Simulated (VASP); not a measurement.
Os, 2 atoms in the cell. The structure is hexagonal, space group P6_3/mmc (No. 194). The conventional cell has a = 2.734 Å, b = 2.734 Å, c = 4.320 Å, α = 90.00°, β = 90.00°, γ = 120.00°. Around Os (site symmetry -6m2) lie 12 Os at 2.68 to 2.73 Å. 

| Property | Result |
| --- | --- |
| Program | VASP 6.6.1 |
| Task | relaxation of cell and atoms |
| Functional | PBE |
| Potentials or basis | VASP PAW PBE potentials, release 54 (Os) |
| Cutoff | 580 eV |
| k mesh | 11 × 11 × 6 |
| Occupations | fermi-dirac, width 0.05 eV |
| Spin | no spin polarisation |
| Further INCAR settings | ALGO = Normal; EDIFF = 1e-06; IBRION = 2; EDIFFG = -0.005; NSW = 40; ISIF = 3 |

Potentials or basis: VASP PAW PBE potentials, release 54 (Os).

Run with:

```bash
$ cat potpaw_PBE.54/Os/POTCAR > POTCAR
$ mpirun -np 1 vasp_std > vasp.out
```

Hardware: 1 thread of Intel(R) Xeon(R) Platinum 8259CL CPU @ 2.50GHz (Skylake/Cascade Lake) (shared host).

Q: How long does it take, and how much memory?

A: It took 2.5 min on 1 thread of Intel(R) Xeon(R) Platinum 8259CL CPU @ 2.50GHz (Skylake/Cascade Lake) (shared host), peak memory 0.18 GiB. Counts: scf iterations 51, k points 64, ion steps 9.
